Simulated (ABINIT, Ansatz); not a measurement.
# CaSe (Fm-3m): G0W0 with ABINIT, start to end, part 2 of 3

Aim: the G0W0 gap of CaSe (Fm-3m) on LDA, step by step.

ABINIT 10.8.3; LDA and many-body steps on it, plane waves. Known limits of the many-body steps: not at the basis limit; no spin-orbit coupling; coarse k mesh.

So far. Step 2 (Ground state): The gap is indirect, with the least direct gap 0.94 eV higher.

The database entry behind the starting cell differs from later determinations by our own check (0.1 to 0.3 % short, probably kX units), so it need not match the best structure at ambient conditions.

### 3. Bands along the symmetry lines

Level of this step: DFT, LDA, plane waves, norm-conserving pseudopotentials (ABINIT).

Levels along a band path, at the cheap level, show where the edges lie and whether the meshes to come will hold them.

run.abi

```
acell 3*1.0 Angstrom
rprim 
  -0.000000000000 2.956000000000 2.956000000000
  2.956000000000 -0.000000000000 2.956000000000
  2.956000000000 2.956000000000 -0.000000000000
ntypat 2
znucl 20 34
natom 2
typat 1 2
xred 
  0.000000000000 0.000000000000 0.000000000000
  0.500000000000 0.500000000000 0.500000000000
pp_dirpath "pseudos"
pseudos "Ca.upf, Se.upf"
ecut 48
iscf -2
irdden 1
kptopt 0
nkpt 50
kpt 
  0.00000000 0.00000000 0.00000000
  0.06250000 0.00000000 0.06250000
  0.12500000 0.00000000 0.12500000
  0.18750000 0.00000000 0.18750000
  0.25000000 0.00000000 0.25000000
  0.31250000 0.00000000 0.31250000
  0.37500000 0.00000000 0.37500000
  0.43750000 0.00000000 0.43750000
  0.50000000 0.00000000 0.50000000
  0.51562500 0.03125000 0.51562500
  0.53125000 0.06250000 0.53125000
  0.54687500 0.09375000 0.54687500
  0.56250000 0.12500000 0.56250000
  0.57812500 0.15625000 0.57812500
  0.59375000 0.18750000 0.59375000
  0.60937500 0.21875000 0.60937500
  0.62500000 0.25000000 0.62500000
  0.37500000 0.37500000 0.75000000
  0.32812500 0.32812500 0.65625000
  0.28125000 0.28125000 0.56250000
  0.23437500 0.23437500 0.46875000
  0.18750000 0.18750000 0.37500000
  0.14062500 0.14062500 0.28125000
  0.09375000 0.09375000 0.18750000
  0.04687500 0.04687500 0.09375000
  0.00000000 0.00000000 0.00000000
  0.06250000 0.06250000 0.06250000
  0.12500000 0.12500000 0.12500000
  0.18750000 0.18750000 0.18750000
  0.25000000 0.25000000 0.25000000
  0.31250000 0.31250000 0.31250000
  0.37500000 0.37500000 0.37500000
  0.43750000 0.43750000 0.43750000
  0.50000000 0.50000000 0.50000000
  0.50000000 0.46875000 0.53125000
  0.50000000 0.43750000 0.56250000
  0.50000000 0.40625000 0.59375000
  0.50000000 0.37500000 0.62500000
  0.50000000 0.34375000 0.65625000
  0.50000000 0.31250000 0.68750000
  0.50000000 0.28125000 0.71875000
  0.50000000 0.25000000 0.75000000
  0.50000000 0.21875000 0.71875000
  0.50000000 0.18750000 0.68750000
  0.50000000 0.15625000 0.65625000
  0.50000000 0.12500000 0.62500000
  0.50000000 0.09375000 0.59375000
  0.50000000 0.06250000 0.56250000
  0.50000000 0.03125000 0.53125000
  0.50000000 -0.00000000 0.50000000
istwfk *1
nband 24
nbdbuf 2
tolwfr 1e-08
nstep 40
prtwf 0
prtvol 0
indata_prefix "in"
outdata_prefix "out"
tmpdata_prefix "tmp"
```

Run with:

```sh
OMP_NUM_THREADS=1 mpirun -n 4 abinit run.abi > log
```

Numbers of over 12 decimals in the logs are rounded to 6 here.

The log of the run:

```text
.Version 10.8.3 of ABINIT. v10.8.2 released Aug 2026.

 Symmetries : space group Fm -3 m (#225); Bravais cF (face-center cubic)
[... echo of the input left out ...]
== DATASET  1 ==================================================================
-   mpi_nproc: 4, omp_nthreads: 1 (-1 if OMP is not activated)

--- !DatasetInfo
iteration_state: {dtset: 1, }
dimensions: {natom: 2, nkpt: 50, mband: 24, nsppol: 1, nspinor: 1, nspden: 1, mpw: 5593, }
cutoff_energies: {ecut:  48.0, pawecutdg:  -1.0, }
electrons: {nelect:   3.40000000E+01, charge:   0.00000000E+00, occopt:   1.00000000E+00, tsmear:   1.00000000E-02, }

 Real(R)+Recip(G) space primitive vectors, cartesian coordinates (Bohr,Bohr^-1):
 R(1)=  0.0000000  5.5860304  5.5860304  G(1)= -0.0895090  0.0895090  0.0895090
 R(2)=  5.5860304  0.0000000  5.5860304  G(2)=  0.0895090 -0.0895090  0.0895090
 R(3)=  5.5860304  5.5860304  0.0000000  G(3)=  0.0895090  0.0895090 -0.0895090
 Unit cell volume ucvol=  3.4861004E+02 bohr^3
 Angles (23,13,12)=  6.00000000E+01  6.00000000E+01  6.00000000E+01 degrees

 getcut: wavevector=  0.0000  0.0000  0.0000  ngfft=  50  50  50
         ecut(hartree)=     48.000   => boxcut(ratio)=   2.03020

--- Pseudopotential description ------------------------------------------------
- Ca Generated using ONCVPSP code by D. R. Hamann
- 20.00000  10.00000  180309                  znucl, zion, pspdat
12 -1012 2 -1 1724                            pspcod,pspxc,lmax,lloc,mmax
     nproj     2     2     2
  pspatm : epsatm=   12.51424511
         --- l  ekb(1:nproj) -->
             0   10.026170    0.975458
             1    2.942990    0.445396
             2   -3.490458   -1.115963
 pspatm: atomic psp has been read  and splines computed

- Se Generated using ONCVPSP code by D. R. Hamann
- 34.00000  24.00000  180309                  znucl, zion, pspdat
12 -1012 2 -1 1198                            pspcod,pspxc,lmax,lloc,mmax
     nproj     2     2     2
  pspatm : epsatm=   25.89836092
         --- l  ekb(1:nproj) -->
[...]
pspatm: atomic psp has been read  and splines computed

--------------------------------------------------------------------------------

================================================================================
 prteigrs : about to open file out_EIG
 Non-SCF case, kpt    1 (  0.00000  0.00000  0.00000), residuals and eigenvalues=
  5.58E-09  2.65E-09  6.03E-09  7.66E-09  1.60E-09  3.86E-09  2.00E-09  2.61E-09
  6.62E-09  5.74E-09  2.27E-09  5.12E-09  4.86E-09  9.18E-09  5.22E-09  4.79E-09
  2.29E-09  3.20E-09  2.66E-09  4.83E-09  8.72E-09  6.32E-09  1.08E-08  1.74E-08
 -7.3797E+00 -5.1762E+00 -5.1762E+00 -5.1762E+00 -1.5276E+00 -1.5276E+00
 -1.5273E+00 -1.5273E+00 -1.5273E+00 -1.2819E+00 -5.9207E-01 -5.9207E-01
 -5.9207E-01 -2.7118E-01  1.6526E-01  1.6526E-01  1.6526E-01  2.7894E-01
[...]
Non-SCF case, kpt    2 (  0.06250  0.00000  0.06250), residuals and eigenvalues=
[...]
Non-SCF case, kpt    3 (  0.12500  0.00000  0.12500), residuals and eigenvalues=
[...]
Non-SCF case, kpt   49 (  0.50000  0.03125  0.53125), residuals and eigenvalues=
[...]
Non-SCF case, kpt   50 (  0.50000 -0.00000  0.50000), residuals and eigenvalues=
[...]
-5.9336E-01 -2.5007E-01  7.1702E-02  1.3061E-01  1.3061E-01  2.3412E-01
  3.4337E-01  3.4653E-01  3.8170E-01  3.8170E-01  3.8194E-01  5.3139E-01

--- !ResultsGS
iteration_state: {dtset: 1, }
comment   : Summary of ground state results
lattice_vectors:
- [ -0.0000000,   5.5860304,   5.5860304, ]
- [  5.5860304,  -0.0000000,   5.5860304, ]
- [  5.5860304,   5.5860304,  -0.0000000, ]
lattice_lengths: [   7.89984,    7.89984,    7.89984, ]
lattice_angles: [ 60.000,  60.000,  60.000, ] # degrees, (23, 13, 12)
lattice_volume:   3.4861004E+02
convergence: {deltae:  0.000E+00, res2:  0.000E+00, residm:  9.998E-09, diffor:  0.000E+00, }
etotal    :  -3.80307069E+02
entropy   :   0.00000000E+00
fermie    :   1.65263419E-01
cartesian_stress_tensor: null
pressure_GPa: null
xred      :
- [  0.0000E+00,   0.0000E+00,   0.0000E+00, Ca]
- [  5.0000E-01,   5.0000E-01,   5.0000E-01, Se]
cartesian_forces: null
force_length_stats: {min: null, max: null, mean: null, }

 Integrated electronic density in atomic spheres:
 ------------------------------------------------
 Atom  Sphere_radius  Integrated_density
[...]
================================================================================

 ----iterations are completed or convergence reached----

 Mean square residual over all n,k,spin=   49.920E-10; max=  99.982E-10
 reduced coordinates (array xred) for    2 atoms
       0.000000000000      0.000000000000      0.000000000000
       0.500000000000      0.500000000000      0.500000000000

 cartesian coordinates (angstrom) at end:
    1      0.000000     0.000000     0.000000
    2      2.956000     2.956000     2.956000
 length scales=  1.889726125908  1.889726125908  1.889726125908 bohr
              =  1.000000000000  1.000000000000  1.000000000000 angstroms
 prteigrs : about to open file out_EIG
 Eigenvalues (hartree) for nkpt=  50  k points:
 kpt#   1, nband= 24, wtk=  1.00000, kpt=  0.0000  0.0000  0.0000 (reduced coord)
[...]
kpt#   2, nband= 24, wtk=  1.00000, kpt=  0.0625  0.0000  0.0625 (reduced coord)
[...]
kpt#   3, nband= 24, wtk=  1.00000, kpt=  0.1250  0.0000  0.1250 (reduced coord)
[...]
kpt#  49, nband= 24, wtk=  1.00000, kpt=  0.5000  0.0313  0.5313 (reduced coord)
[...]
kpt#  50, nband= 24, wtk=  1.00000, kpt=  0.5000  0.0000  0.5000 (reduced coord)
[...]
-1.52732   -1.28155   -0.59529   -0.59336   -0.59336   -0.25007    0.07170    0.13061
   0.13061    0.23412    0.34337    0.34653    0.38170    0.38170    0.38194    0.53139

== END DATASET(S) ==============================================================
================================================================================

 -outvars: echo values of variables after computation  --------
            nband          24
             nkpt          50
          spgroup         225
 [... the other variables as echoed above ...]

 Calculation completed.
```

Elapsed: 37 s, on 4 MPI ranks of Arm Neoverse V1, shared host; peak memory 0.38 GiB.

Numbers from this step:

| Item | Value |
| --- | --- |
| gap | 1.874 eV |
| k of the valence top | 0, 0, 0 |
| k of the conduction bottom | 0.5, 0, 0.5 |
| least direct gap | 2.817 eV |

The gap is 1.874 eV, as in the run before at this level.

Electronic bands along the path, in eV, zero at the top of the highest filled band:

| point | band 14 | band 15 | band 16 | band 17 | band 18 | band 19 | band 20 | band 21 |
| --- | --- | --- | --- | --- | --- | --- | --- | --- |
| Γ | -11.88 | 0.00 | 0.00 | 0.00 | 3.09 | 3.55 | 3.55 | 3.55 |
| halfway | -11.51 | -2.16 | -0.62 | -0.62 | 2.57 | 4.29 | 4.52 | 5.18 |
| X | -11.30 | -2.55 | -0.94 | -0.94 | 1.87 | 4.85 | 4.93 | 5.89 |
| halfway | -11.28 | -2.48 | -1.36 | -1.00 | 2.28 | 5.18 | 5.26 | 5.81 |
| U | -11.22 | -2.28 | -2.09 | -1.13 | 3.13 | 5.54 | 5.56 | 5.58 |
| jump to K | -11.22 | -2.28 | -2.09 | -1.13 | 3.13 | 5.54 | 5.56 | 5.58 |
| halfway | -11.44 | -2.32 | -1.02 | -0.95 | 4.13 | 4.26 | 4.46 | 5.02 |
| Γ | -11.88 | 0.00 | 0.00 | 0.00 | 3.09 | 3.55 | 3.55 | 3.55 |
| halfway | -11.55 | -2.06 | -0.72 | -0.72 | 3.56 | 4.28 | 4.28 | 5.56 |
| L | -11.18 | -3.34 | -1.22 | -1.22 | 4.38 | 5.32 | 5.35 | 5.35 |
| halfway | -11.19 | -2.88 | -1.66 | -1.26 | 4.33 | 4.61 | 5.57 | 5.86 |
| W | -11.21 | -2.01 | -2.01 | -1.71 | 4.26 | 4.26 | 5.10 | 5.61 |
| halfway | -11.26 | -2.41 | -1.38 | -1.36 | 2.68 | 4.99 | 5.53 | 5.71 |
| X | -11.30 | -2.55 | -0.94 | -0.94 | 1.87 | 4.85 | 4.93 | 5.89 |

The electronic bands as a text plot (rows in eV, shown from -8.0 to 4.2 only):

```
    3.9 |+++++             +    ++++++++ +++ +++           +
    3.4 |++++                        ++++++++               +
    2.9 |+   +           ++           ++                     +
    2.4 |     ++++     ++                                     +
    1.9 |         +++++                                        ++
    1.4 |
    0.9 |
    0.4 |
   -0.1 |****                      ********
   -0.7 |    ******              **      ****
   -1.2 |  **      **************  **        ***********     ****
   -1.7 |    *          **  **   **        *         ********
   -2.2 |     **         ***    *           *           ******
   -2.7 |       *********  *****             **       **      ***
   -3.2 |                                      *******
   -3.7 |
   -4.2 |
   -4.7 |
   -5.2 |
   -5.7 |
   -6.2 |
   -6.7 |
   -7.2 |
   -7.7 |
         Γ           X  U|K            Γ         L        W     X
```

### 4. Empty states on the mesh, 4×4×4 mesh, 187 bands

The sums over transitions need many empty states on a uniform mesh; this step solves for them.

run.abi

```
acell 3*1.0 Angstrom
rprim 
  -0.000000000000 2.956000000000 2.956000000000
  2.956000000000 -0.000000000000 2.956000000000
  2.956000000000 2.956000000000 -0.000000000000
ntypat 2
znucl 20 34
natom 2
typat 1 2
xred 
  0.000000000000 0.000000000000 0.000000000000
  0.500000000000 0.500000000000 0.500000000000
pp_dirpath "pseudos"
pseudos "Ca.upf, Se.upf"
ecut 48
ngkpt 4 4 4
nshiftk 1
shiftk 0 0 0
kptopt 1
chksymbreak 0
iscf -2
irdden 1
istwfk *1
nband 187
nbdbuf 16
tolwfr 1e-09
nstep 60
prtvol 0
indata_prefix "in"
outdata_prefix "out"
tmpdata_prefix "tmp"
```

The log of the run:

```text
.Version 10.8.3 of ABINIT. v10.8.2 released Aug 2026.

 Symmetries : space group Fm -3 m (#225); Bravais cF (face-center cubic)
[... echo of the input left out ...]
== DATASET  1 ==================================================================
-   mpi_nproc: 4, omp_nthreads: 1 (-1 if OMP is not activated)

--- !DatasetInfo
iteration_state: {dtset: 1, }
dimensions: {natom: 2, nkpt: 8, mband: 187, nsppol: 1, nspinor: 1, nspden: 1, mpw: 5577, }
cutoff_energies: {ecut:  48.0, pawecutdg:  -1.0, }
electrons: {nelect:   3.40000000E+01, charge:   0.00000000E+00, occopt:   1.00000000E+00, tsmear:   1.00000000E-02, }

 Real(R)+Recip(G) space primitive vectors, cartesian coordinates (Bohr,Bohr^-1):
 R(1)=  0.0000000  5.5860304  5.5860304  G(1)= -0.0895090  0.0895090  0.0895090
 R(2)=  5.5860304  0.0000000  5.5860304  G(2)=  0.0895090 -0.0895090  0.0895090
 R(3)=  5.5860304  5.5860304  0.0000000  G(3)=  0.0895090  0.0895090 -0.0895090
 Unit cell volume ucvol=  3.4861004E+02 bohr^3
 Angles (23,13,12)=  6.00000000E+01  6.00000000E+01  6.00000000E+01 degrees

 getcut: wavevector=  0.0000  0.0000  0.0000  ngfft=  50  50  50
         ecut(hartree)=     48.000   => boxcut(ratio)=   2.03020

--- Pseudopotential description ------------------------------------------------
- Ca Generated using ONCVPSP code by D. R. Hamann
- 20.00000  10.00000  180309                  znucl, zion, pspdat
12 -1012 2 -1 1724                            pspcod,pspxc,lmax,lloc,mmax
     nproj     2     2     2
  pspatm : epsatm=   12.51424511
         --- l  ekb(1:nproj) -->
             0   10.026170    0.975458
             1    2.942990    0.445396
             2   -3.490458   -1.115963
 pspatm: atomic psp has been read  and splines computed

- Se Generated using ONCVPSP code by D. R. Hamann
- 34.00000  24.00000  180309                  znucl, zion, pspdat
12 -1012 2 -1 1198                            pspcod,pspxc,lmax,lloc,mmax
     nproj     2     2     2
  pspatm : epsatm=   25.89836092
         --- l  ekb(1:nproj) -->
[...]
pspatm: atomic psp has been read  and splines computed

--------------------------------------------------------------------------------

================================================================================
 prteigrs : about to open file out_EIG
 Non-SCF case, kpt    1 (  0.00000  0.00000  0.00000), residuals and eigenvalues=
  8.62E-10  1.09E-10  9.68E-11  1.25E-10  5.73E-10  2.85E-10  5.93E-10  3.85E-10
  6.93E-10  4.64E-10  4.29E-11  4.45E-11  6.30E-10  6.50E-10  1.88E-10  5.47E-10
  8.41E-10  3.65E-10  9.77E-11  2.57E-10  5.41E-10  3.36E-11  3.89E-10  4.31E-10
[...]
-7.3797E+00 -5.1762E+00 -5.1762E+00 -5.1762E+00 -1.5276E+00 -1.5276E+00
 -1.5273E+00 -1.5273E+00 -1.5273E+00 -1.2819E+00 -5.9207E-01 -5.9207E-01
 -5.9207E-01 -2.7118E-01  1.6526E-01  1.6526E-01  1.6526E-01  2.7894E-01
[...]
4.2552E+00  4.2595E+00  4.2595E+00  4.2595E+00  4.2668E+00  4.2756E+00
  4.2756E+00  4.2756E+00  4.3818E+00  4.5731E+00  4.5735E+00  4.5764E+00
  4.6549E+00
 prteigrs : prtvol=0 or 1, do not print more k-points.

--- !ResultsGS
iteration_state: {dtset: 1, }
comment   : Summary of ground state results
lattice_vectors:
- [ -0.0000000,   5.5860304,   5.5860304, ]
- [  5.5860304,  -0.0000000,   5.5860304, ]
- [  5.5860304,   5.5860304,  -0.0000000, ]
lattice_lengths: [   7.89984,    7.89984,    7.89984, ]
lattice_angles: [ 60.000,  60.000,  60.000, ] # degrees, (23, 13, 12)
lattice_volume:   3.4861004E+02
convergence: {deltae:  0.000E+00, res2:  0.000E+00, residm:  9.893E-10, diffor:  0.000E+00, }
etotal    :  -3.80307069E+02
entropy   :   0.00000000E+00
fermie    :   1.65263419E-01
cartesian_stress_tensor: null
pressure_GPa: null
xred      :
- [  0.0000E+00,   0.0000E+00,   0.0000E+00, Ca]
- [  5.0000E-01,   5.0000E-01,   5.0000E-01, Se]
cartesian_forces: null
force_length_stats: {min: null, max: null, mean: null, }

 Integrated electronic density in atomic spheres:
 ------------------------------------------------
 Atom  Sphere_radius  Integrated_density
[...]
================================================================================

 ----iterations are completed or convergence reached----

 Mean square residual over all n,k,spin=   42.410E-11; max=  98.927E-11
 reduced coordinates (array xred) for    2 atoms
[...]
0.500000000000      0.500000000000      0.500000000000

 cartesian coordinates (angstrom) at end:
    1      0.000000     0.000000     0.000000
    2      2.956000     2.956000     2.956000
 length scales=  1.889726125908  1.889726125908  1.889726125908 bohr
              =  1.000000000000  1.000000000000  1.000000000000 angstroms
 prteigrs : about to open file out_EIG
 Eigenvalues (hartree) for nkpt=   8  k points:
 kpt#   1, nband=187, wtk=  0.01563, kpt=  0.0000  0.0000  0.0000 (reduced coord)
[...]
4.09238    4.09238    4.09238    4.20734    4.20734    4.25523    4.25523    4.25947
   4.25947    4.25947    4.26679    4.27565    4.27565    4.27565    4.38182    4.57312
   4.57353    4.57641    4.65490
 prteigrs : prtvol=0 or 1, do not print more k-points.

== END DATASET(S) ==============================================================
================================================================================

 -outvars: echo values of variables after computation  --------
            nband         187
             nkpt           8
          spgroup         225
 [... the other variables as echoed above ...]

 Calculation completed.
```

Run time: 89 s. Hardware: 4 MPI ranks; peak memory 0.45 GiB; 5.9 min of CPU time.

This step gave:

| Quantity | Value |
| --- | --- |
| gap | 1.874 eV |
| k of the valence top | 0, 0, 0 |
| k of the conduction bottom | 0.5, 0.5, 0 |
| least direct gap | 2.817 eV |
| k points computed | 8 |
| lowest point of the top converged band, above the valence top | 106.8624 eV |

On this mesh the gap is 1.874 eV.

### 5. Screening, 4×4×4 mesh, 171 bands, screening to 217.7 eV

The RPA dielectric matrix is built and inverted for each q.

This step: RPA screening on LDA, plane waves, norm-conserving pseudopotentials.

Edit run.abi of step 4 so:

```diff
@@ -20,10 +20,11 @@
 chksymbreak 0
-iscf -2
-irdden 1
 istwfk *1
-nband 187
-nbdbuf 16
-tolwfr 1e-09
-nstep 60
-prtvol 0
+occopt 1
+irdwfk 1
+optdriver 3
+nband 171
+ecuteps 8
+inclvkb 2
+awtr 1
+symchi 1
 indata_prefix "in"
```

The log of the run:

```text
.Version 10.8.3 of ABINIT. v10.8.2 released Aug 2026.

 Symmetries : space group Fm -3 m (#225); Bravais cF (face-center cubic)
[... echo of the input left out ...]
== DATASET  1 ==================================================================
-   mpi_nproc: 4, omp_nthreads: 1 (-1 if OMP is not activated)

--- !DatasetInfo
iteration_state: {dtset: 1, }
dimensions: {natom: 2, nkpt: 8, mband: 171, nsppol: 1, nspinor: 1, nspden: 1, mpw: 5577, }
cutoff_energies: {ecut:  48.0, pawecutdg:  -1.0, }
electrons: {nelect:   3.40000000E+01, charge:   0.00000000E+00, occopt:   1.00000000E+00, tsmear:   1.00000000E-02, }

 SCREENING: Calculation of the susceptibility and dielectric matrices

 Based on a program developped by R.W. Godby, V. Olevano, G. Onida, and L. Reining.
 Incorporated in ABINIT by V. Olevano, G.-M. Rignanese, and M. Torrent.
.Using double precision arithmetic ; gwpc =  8

[... cell and pseudopotentials left out ...]
--------------------------------------------------------------------------------

 ==== K-mesh for the wavefunctions ====
 Number of points in the irreducible wedge :     8
[... list of points left out ...]
 Together with 48 symmetry operations and time-reversal symmetry
 yields    64 points in the full Brillouin Zone.

 ==== Q-mesh for the screening function ====
 Number of points in the irreducible wedge :     8
[... list of points left out ...]
 Together with 48 symmetry operations and time-reversal symmetry
 yields    64 points in the full Brillouin Zone.

 setmesh: FFT mesh size selected  =    36x   36x   36
          total number of points  =        46656

 vcoul_init : cutoff-mode = AUXILIARY_FUNCTION
 q-points for optical limit:   1
     1)      0.000010    0.000020    0.000030

- screening: taking advantage of time-reversal symmetry
- Maximum band index for partially occupied states nbvw = 17
- Remaining bands to be divided among processors   nbcw = 154
- Number of bands treated by each node ~38

 Number of electrons calculated from density =   34.0000; Expected =   34.0000
 average of density, n =  0.097530
 r_s =    1.3477
 omega_plasma =   30.1249 [eV]

 calculating chi0 at frequencies [eV] :
  1    0.000000E+00    0.000000E+00
  2    0.000000E+00    3.012487E+01

--------------------------------------------------------------------------------
  q-point number  1        q = ( 0.000000, 0.000000, 0.000000) [r.l.u.]
--------------------------------------------------------------------------------
[... chi0 elements left out ...]
 For q-point:  0.000010 0.000020 0.000030
  dielectric constant =   6.2790
  dielectric constant without local fields =   7.3044

  Average fulfillment of the sum rule on Im[epsilon] for q-point    1 :     52.72  [%]
[... wings left out ...]
  q-point number  2        q = ( 0.250000, 0.000000, 0.000000) [r.l.u.]
--------------------------------------------------------------------------------
[... chi0 elements left out ...]
  Average fulfillment of the sum rule on Im[epsilon] for q-point    2 :     57.93  [%]

 [... 6 further q-points ...]
```

It took 2.3 min on 4 MPI ranks; peak memory 1.9 GiB; 9.4 min of CPU time.

This step gave:

* ε∞ with local fields, on this mesh, along the program's q direction: 6.279
* the same without local fields: 7.304
* plasma frequency: 30.12 eV
* plane waves in the screening matrix: 339

Local fields lower ε∞ by 14 %. On a Γ-centred mesh this coarse the value itself is usually too large, while a short band sum pulls it down.

(Continued in part 3 of 3.)

[Paths, hosts, dates, memory and timing lines, banners, echoed tables and standing remarks are left out of the program output.]

[Logs are printed without paths, hosts, clocks, repeated set-up lines and the standing remarks that a program may print on its own settings, such as how far it seeks lower states.]

[Runs of the session that timed out or met a known fault of the program may be left out.]

[Hosts, paths, dates, database ids (printed as entryN), source tags and the programs' standing remarks are cut or masked in the printed files.]

[G0W0 gaps are taken among the corrected bands and points alone; a level outside them can change the order at an edge.]

[Where Ansatz stands beside ABINIT at settings called matched, ABINIT's density can come from a denser mesh and the files from another edition; pairs whose starting gaps differed by over 0.03 eV were left out, so agreement reads better than it is.]
